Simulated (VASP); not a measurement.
Crystal: BeTe.

```
Te Be
1.0
     0.00000    2.77000    2.77000
     2.77000    0.00000    2.77000
     2.77000    2.77000    0.00000
Te Be
1 1
Direct
  0.75000 0.75000 0.75000
  0.00000 0.00000 0.00000
```

```yaml
Program: VASP 6.6.1
Task: relaxation of cell and atoms
Functional: PBE
Dispersion: D3(BJ)
Potentials_or_basis: VASP PAW PBE potentials, release 64 (Te, Be)
Cutoff: 600 eV
k_mesh: 8 × 8 × 8
Occupations: fermi-dirac, width 0.05 eV
Spin: no spin polarisation
```

At the start: pressure 1.6 GPa; volume 21.25 Å³/atom.

Task: How do energy, volume and symmetry change on relaxing?

Result: Over 3 steps the energy falls by 2.6 meV/atom and the volume is 21.78 Å³/atom (+2.5 %); space group F-43m (No. 216, to 0.05 Å).

Step by step:
| step | energy change (eV) | largest force (eV/Å) | pressure (GPa) | volume (Å³) |
| --- | --- | --- | --- | --- |
| 1 | 0.0000 | 0.0000 | 1.61 | 42.51 |
| 2 | -0.0049 | 0.0000 | -0.37 | 43.84 |
| 3 | -0.0052 | 0.0000 | 0.01 | 43.57 |

Final structure:
```cif
data_structure
_symmetry_space_group_name_H-M 'P 1'
_symmetry_Int_Tables_number 1
_cell_length_a 3.9497
_cell_length_b 3.9497
_cell_length_c 3.9497
_cell_angle_alpha 60.000
_cell_angle_beta 60.000
_cell_angle_gamma 60.000
_cell_volume 43.57
loop_
_atom_site_label
_atom_site_type_symbol
_atom_site_fract_x
_atom_site_fract_y
_atom_site_fract_z
_atom_site_occupancy
Te1 Te 0.75000 0.75000 0.75000 1
Be1 Be 0.00000 0.00000 0.00000 1
```
